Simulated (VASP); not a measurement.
# I (C2/m) in VASP: notebook

Runs on I. Level: PBEsol. Tasks: single point.

Everything below comes from runs of VASP 6.6.1. Logs are shortened: lines on timing, memory, paths and dates and some standing lists are left out, and cuts for length are marked.

## (1) The undisturbed crystal

It takes space group C2/m (No. 12, monoclinic). Conventional cell: a = 4.686 Å, b = 7.367 Å, c = 2.918 Å, α = 90.00°, β = 127.82°, γ = 90.00°. Around I (site symmetry 2/m) lie 2 I at 2.92 Å.

## (2) Single point, PBEsol (strained and moved within a subgroup)

Input file INCAR:

```
SYSTEM = I
PREC = Accurate ; ENCUT = 520
EDIFF = 1E-6 ; ISMEAR = 0
SIGMA = 0.1 ; LREAL = .False.
LASPH = .True. ; NELM = 100
ALGO = Fast ; ISIF = 2
LWAVE = .False. ; LCHARG = .False.
GGA = PS ; NBANDS = 10
```

Input file KPOINTS:

```
Automatic mesh
0
Gamma
  12 12 18
  0 0 0
```

Input file POSCAR:

```
I
1.0
    2.5438040243     -3.6764900758      0.1015338632
    2.5438040243      3.6764900758      0.1015338632
   -1.5291158060      0.0000000000      2.2224951721
I
1
Direct
    0.5000000000      0.5000000000      0.5000000000
```

Potentials or basis: VASP PAW PBE potentials, release 64 (I).

Run with:

```bash
> cat potpaw_PBE.64/I/POTCAR > POTCAR
> mpirun -np 1 vasp_std > vasp.out
```

OUTCAR:

```text
SYSTEM = I
   PREC = Accurate
   ENCUT = 520
   EDIFF = 1E-6
   ISMEAR = 0
   LREAL = .False.
   LASPH = .True.
   NELM = 100
   ISIF = 2
   GGA = PS

 ion  position               nearest neighbor table
   1  0.500  0.500  0.500-

  Warning from LATTYP: Got some problem with cell dimensions!
  Tried to take original basis but could not verify dimensions!
  LATTYP: Found a base centered monoclinic cell.
 ALAT       =     5.0717662159
 B/A-ratio  =     1.4497868866
 C/A-ratio  =     0.5319088908
 COS(beta)  =    -0.5282146801

  Lattice vectors:

 A1 = (  -1.0146882183,   3.6764900758,  -2.3240290353)
 A2 = (  -1.0146882183,  -3.6764900758,  -2.3240290353)
 A3 = (  -1.5291158060,   0.0000000000,   2.2224951721)

Analysis of symmetry for initial positions (statically):
=====================================================================
 Subroutine PRICEL returns:
 Original cell was already a primitive cell.

 Routine SETGRP: Setting up the symmetry group for a
 base centered monoclinic supercell.

 Subroutine GETGRP returns: Found  4 space group operations
 (whereof  4 operations were pure point group operations)
 out of a pool of  4 trial point group operations.

The static configuration has the point symmetry C_2h.

Analysis of symmetry for dynamics (positions and initial velocities):
=====================================================================
 Subroutine PRICEL returns:
 Original cell was already a primitive cell.

 Routine SETGRP: Setting up the symmetry group for a
 base centered monoclinic supercell.

 Subroutine GETGRP returns: Found  4 space group operations
 (whereof  4 operations were pure point group operations)
 out of a pool of  4 trial point group operations.

The dynamic configuration has the point symmetry C_2h.

 Subroutine INISYM returns: Found  4 space group operations
 (whereof  4 operations are pure point group operations),
 and found     1 'primitive' translations

----------------------------------------------------------------------------------------

                                     Primitive cell

  volume of cell :      42.7124

  direct lattice vectors                    reciprocal lattice vectors
     2.543804024 -3.676490076  0.101533863     0.191302537 -0.135999279  0.131619513
     2.543804024  3.676490076  0.101533863     0.191302537  0.135999279  0.131619513
    -1.529115806  0.000000000  2.222495172    -0.017479170  0.000000000  0.437918758

  length of vectors
     4.471893035  4.471893035  2.697717542     0.269102510  0.269102510  0.438267452

  position of ions in fractional coordinates (direct lattice)
     0.500000000  0.500000000  0.500000000

  ion indices of the primitive-cell ions
   primitive index   ion index
                 1           1

----------------------------------------------------------------------------------------

 KPOINTS: Automatic mesh

Automatic generation of k-mesh.
 Grid dimensions read from file:
 generate k-points for:   12   12   18

 Generating k-lattice:

  Cartesian coordinates                     Fractional coordinates (reciprocal lattice)
     0.015941878 -0.011333273  0.010968293     0.083333333 -0.000000000  0.000000000
     0.015941878  0.011333273  0.010968293    -0.000000000  0.083333333  0.000000000
    -0.000971065  0.000000000  0.024328820     0.000000000  0.000000000  0.055555556

  Length of vectors
     0.022425209  0.022425209  0.024348192

  Shift w.r.t. Gamma in fractional coordinates (k-lattice)
     0.000000000  0.000000000  0.000000000

 Subroutine IBZKPT returns following result:
 ===========================================

 Found    710 irreducible k-points:

 Following reciprocal coordinates:
            Coordinates               Weight
  0.000000  0.000000  0.000000      1.000000
  0.083333 -0.000000 -0.000000      4.000000
  0.166667 -0.000000  0.000000      4.000000
  0.250000 -0.000000  0.000000      4.000000
  0.333333  0.000000  0.000000      4.000000
  0.416667  0.000000  0.000000      4.000000
[... 16 lines left out ...]
  0.500000  0.166667  0.000000      4.000000
 -0.416667  0.166667  0.000000      4.000000
 [... further k-points ...]
   k-points           NKPTS =    710   k-points in BZ     NKDIM =    710   number of bands    NBANDS=     10
   number of dos      NEDOS =    301   number of ions     NIONS =      1
   total plane-waves  NPLWV =  25920
   dimension x,y,z NGX =    36 NGY =   36 NGZ =   20
   dimension x,y,z NGXF=    72 NGYF=   72 NGZF=   40
   ions per type =               1
   NGX,Y,Z   is equivalent  to a cutoff of  13.38, 13.38, 12.32 a.u.
   NGXF,Y,Z  is equivalent  to a cutoff of  26.77, 26.77, 24.65 a.u.
 SYSTEM =  I
   PREC   = accura    normal or accurate (medium, high low for compatibility)
   ISTART =      0    job   : 0-new  1-cont  2-samecut
   ICHARG =      2    charge: 1-file 2-atom 10-const
   ISPIN  =      1    spin polarized calculation?
   LNONCOLLINEAR =      F non collinear calculations
   LSORBIT =      F    spin-orbit coupling
   LASPH  =      T    aspherical Exc in radial PAW
   ENCUT  =  520.0 eV  38.22 Ry    6.18 a.u.   8.31  8.31  5.02*2*pi/ulx,y,z
   NELM   =    100;   NELMIN=  2; NELMDL= -5     # of ELM steps
   EDIFF  = 0.1E-05   stopping-criterion for ELM
   LREAL  =      F    real-space projection
   EDIFFG = 0.1E-04   stopping-criterion for IOM
   NSW    =      0    number of steps for IOM
   IBRION =     -1    ionic relax: 0-MD 1-quasi-New 2-CG
   NFREE  =      0    steps in history (QN), initial steepest desc. (CG)
   ISIF   =      2    stress and relaxation
   ISYM   =      2    0-nonsym 1-usesym 2-fastsym
   POTIM  = 0.5000    time-step for ionic-motion
   TEBEG  =    0.0;   TEEND  =   0.0 temperature during run
   PSTRESS=    0.0 pullay stress
   NELECT =       7.0000    total number of electrons
   NUPDOWN=      -1.0000    fix difference up-down
   EMIN   =  10.00;   EMAX   =-10.00  energy-range for DOS
   EFERMI =   0.00;   METHOD = LEGACY
   ISMEAR =     0;   SIGMA  =   0.10  broadening in eV -4-tet -1-fermi 0-gaus
   EFERMI_NEDOS =   21; number of points for ismear=-14 and -15
   IALGO  =     68    algorithm
   IMIX   =      4    mixing-type and parameters
     AMIX     =   0.40;   BMIX     =  1.00
     AMIX_MAG =   1.60;   BMIX_MAG =  1.00
  volume/ion in A,a.u.               =      42.71       288.24
  Fermi-wavevector in a.u.,A,eV,Ry     =   0.895893  1.692993 10.920376  0.802625
  Thomas-Fermi vector in A             =   2.018283
   LORBIT       =      0    0 simple, 1 ext, 2 COOP (PROOUT), +10 PAW based schemes
   GGA     = PS    functional components
   LHFCALC =     F    Hartree Fock is set to
   AEXX    =    0.0000 exact exchange contribution
   IVDW    =     0    specifies the selected vdW correction
   LEPSILON=     F    determine dielectric tensor
   LRPA    =     F    only Hartree local field effects (RPA)
 non-spin polarized calculation
 RMM-DIIS sequential band-by-band and
 Gauss-broadening in eV      SIGMA  =   0.10
  energy-cutoff  :      520.00
  volume of cell :       42.71
 maximum number of plane-waves:      1168
 NGX is ok and might be reduce to    36
   NGX = 17   NGY = 17   NGZ = 11

 number of electron       7.0000000 magnetization

 Free energy of the ion-electron system (eV)
  ---------------------------------------------------
  ext. energy  EPLUGINS =         0.00000000
  ---------------------------------------------------
  free energy    TOTEN  =        -1.46036570 eV

  energy without entropy =       -1.45341300  energy(sigma->0) =       -1.45688935

 E-fermi :   2.5754     XC(G=0):  -8.0550

 val. band max:        2.5727127225   @ k =  -0.1667   0.1667   0.5000
 cond. band min:       2.5760395664   @ k =  -0.0833  -0.2500   0.4444
 fundamental gap:      0.0033268440
 Fermi energy:         2.5753663091

 k-point     1 :       0.0000    0.0000    0.0000
  band No.  band energies     occupation
      1     -11.6883      2.00000
      2       0.4061      2.00000
      3       0.4838      2.00000
      4       6.2669      0.00000
      5       8.3658      0.00000
      6       9.9489      0.00000
      7      10.1024      0.00000
      8      12.7094      0.00000
      9      14.7492      0.00000
     10      19.5757      0.00000

 k-point     2 :       0.0833   -0.0000   -0.0000
  band No.  band energies     occupation
      1     -11.6730      2.00000
      2       0.2446      2.00000
      3       0.4370      2.00000
      4       6.5268      0.00000
      5       8.3651      0.00000
      6       9.6885      0.00000
      7      10.2340      0.00000
      8      13.2480      0.00000
      9      14.7391      0.00000
     10      19.6275      0.00000

 k-point     3 :       0.1667   -0.0000    0.0000
  band No.  band energies     occupation
      1     -11.6306      2.00000
      2      -0.1779      2.00000
      3       0.3473      2.00000
      4       7.1300      0.00000
      5       8.3635      0.00000
      6       9.2733      0.00000
      7      10.7142      0.00000
      8      14.4643      0.00000
      9      14.7145      0.00000
     10      19.7810      0.00000

 k-point     4 :       0.2500   -0.0000    0.0000
  band No.  band energies     occupation
      1     -11.5712      2.00000
      2      -0.6732      2.00000
      3       0.2349      2.00000
      4       7.5206      0.00000
      5       8.3613      0.00000
      6       9.4387      0.00000
      7      11.4852      0.00000
      8      14.6317      0.00000
      9      16.0426      0.00000
     10      19.8642      0.00000
[... 222 lines left out ...]
 k-point    22 :       0.4167    0.1667   -0.0000
  band No.  band energies     occupation
      1     -11.4315      2.00000
      2      -1.3595      2.00000
      3      -0.3600      2.00000
      4       8.1121      0.00000
      5       8.3329      0.00000
      6      11.2984      0.00000
      7      13.0638      0.00000
      8      15.2409      0.00000
      9      16.0482      0.00000
     10      18.3981      0.00000

 k-point    23 :       0.5000    0.1667    0.0000
  band No.  band energies     occupation
      1     -11.4452      2.00000
      2      -1.2910      2.00000
      3      -0.3109      2.00000
      4       8.1713      0.00000
      5       8.3100      0.00000
      6      10.5025      0.00000
      7      13.6555      0.00000
      8      14.8131      0.00000
      9      16.1421      0.00000
     10      19.0439      0.00000

 k-point    24 :      -0.4167    0.1667    0.0000
  band No.  band energies     occupation
      1     -11.4845      2.00000
      2      -1.0894      2.00000
      3      -0.1757      2.00000
      4       8.2942      0.00000
      5       8.3512      0.00000
      6       9.3815      0.00000
      7      13.4801      0.00000
      8      14.2760      0.00000
      9      17.1551      0.00000
     10      18.5041      0.00000

 [... further k-points ...]
[... 5 lines left out ...]
  --------------------------------------------------------------------------------------
  -------------------------------------------------------------------------------------
  Total        1.4938959     -0.1142062      3.5440692      0.0000000      0.0000000     -2.6860665
  in kB       56.0373284     -4.2839747    132.9411028      0.0000000      0.0000000   -100.7566786
  external PRESSURE =      61.5648188 kB  Pullay stress =       0.0000000 kB

 VOLUME and BASIS-vectors are now :
 -----------------------------------------------------------------------------
  energy-cutoff  :      520.00
  volume of cell :       42.71
      direct lattice vectors                 reciprocal lattice vectors
     2.543804024 -3.676490076  0.101533863     0.191302537 -0.135999279  0.131619513
     2.543804024  3.676490076  0.101533863     0.191302537  0.135999279  0.131619513
    -1.529115806  0.000000000  2.222495172    -0.017479170  0.000000000  0.437918758

 POSITION                                       TOTAL-FORCE (eV/Angst)
 -----------------------------------------------------------------------------------
      1.77925      0.00000      1.21278         0.000000     -0.000000      0.000000
 -----------------------------------------------------------------------------------
    total drift:                                0.000000      0.000000      0.000000

  FREE ENERGIE OF THE ION-ELECTRON SYSTEM (eV)
  ---------------------------------------------------
  free  energy   TOTEN  =        -1.4603656954 eV

  energy  without entropy=       -1.4534129953  energy(sigma->0) =       -1.45688935
```

Wall time 3.5 min (1 thread of AMD EPYC 7R13 (Zen 3), shared host); peak memory 0.35 GiB.

What came out:

* Free energy: -1.4604 eV
* Pressure: 6.2 GPa
* Band gap on the k mesh: none (metal or under the smearing width)

Stress tensor (GPa, compression positive):
```
  5.60   0.00 -10.08
  0.00  -0.43   0.00
-10.08   0.00  13.29
```

Levels at points of the mesh, in eV from the Fermi level:
| k point | band 1 | band 2 | band 3 | band 4 | band 5 | band 6 | band 7 | band 8 | band 9 |
| --- | --- | --- | --- | --- | --- | --- | --- | --- | --- |
| (0.00, 0.00, 0.00) | -14.26 | -2.17 | -2.09 | 3.69 | 5.79 | 7.37 | 7.53 | 10.13 | 12.17 |
| (0.50, 0.00, 0.00) | -14.02 | -4.07 | -2.55 | 4.60 | 5.78 | 9.90 | 11.11 | 12.04 | 13.30 |
| (0.50, 0.50, 0.00) | -14.01 | -4.04 | -2.63 | 4.52 | 5.60 | 10.02 | 10.81 | 12.10 | 13.28 |
| (0.00, 0.00, 0.50) | -10.18 | -6.35 | -0.61 | 0.02 | 5.04 | 6.00 | 11.73 | 11.74 | 11.79 |
| (0.50, 0.00, 0.50) | -10.30 | -6.47 | -0.11 | 0.49 | 5.71 | 7.50 | 9.69 | 9.77 | 11.96 |
| (0.50, 0.50, 0.50) | -10.18 | -6.36 | -0.61 | 0.04 | 5.05 | 6.04 | 11.68 | 11.70 | 11.77 |

Caveat: the PAW data sets were made with another functional, which shifts forces and pressure a little; an odd number of electrons without spin polarisation forces a metal; a magnetic or distorted state may lie lower. Spin-orbit coupling is left out, which matters for the levels of I.

[end of part 1 of 2]
